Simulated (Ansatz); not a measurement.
Runs of Ansatz 0.2.0 on Ga. The structure is cubic, space group Pm-3m (No. 221). The conventional cell has a = 2.716 Å, b = 2.716 Å, c = 2.716 Å, α = 90.00°, β = 90.00°, γ = 90.00°. Ga (site symmetry m-3m) is surrounded by 6 Ga at 2.72 Å. The cell was built by a generator and needn't be a form met in nature.

```csv
task,level,spin,cell,k mesh,smearing,points for each segment of the path,gap on the mesh (eV),pressure (GPa)
single point,PBE,off,as given,10 × 10 × 10,gaussian 0.011 eV,-,-,(a)
band structure,PBE,off,as given,10 × 10 × 10,fermi-dirac 0.05 eV,14,none,0.2
band structure,PBE,"SOC, no magnetisation",as given,7 × 7 × 7,fermi-dirac 0.05 eV,14,none,-0.9
relaxation of cell and atoms,PBE,off,relaxed,10 × 10 × 10,fermi-dirac 0.05 eV,-,none,0.0
band structure,LDA,off,as given,10 × 10 × 10,fermi-dirac 0.05 eV,14,none,-4.7
```

Alike in all rows: potentials or basis Ansatz PAW; cutoff (eV) 420.

Question: Fill in the values left out.

Answer: (a) 0.6.

Caveats: the plane-wave basis is chosen anew once the cell has moved, so the energies of steps on either side of that aren't comparable (some runs); the PAW data sets come from PBE, with cores solved anew for the run's functional, which leaves a small shift of forces and pressure (some runs).

A k mesh can miss the band edges, and rows without SOC leave out spin-orbit coupling on Ga.

A gap of «none» marks a metal or a gap under the smearing width.
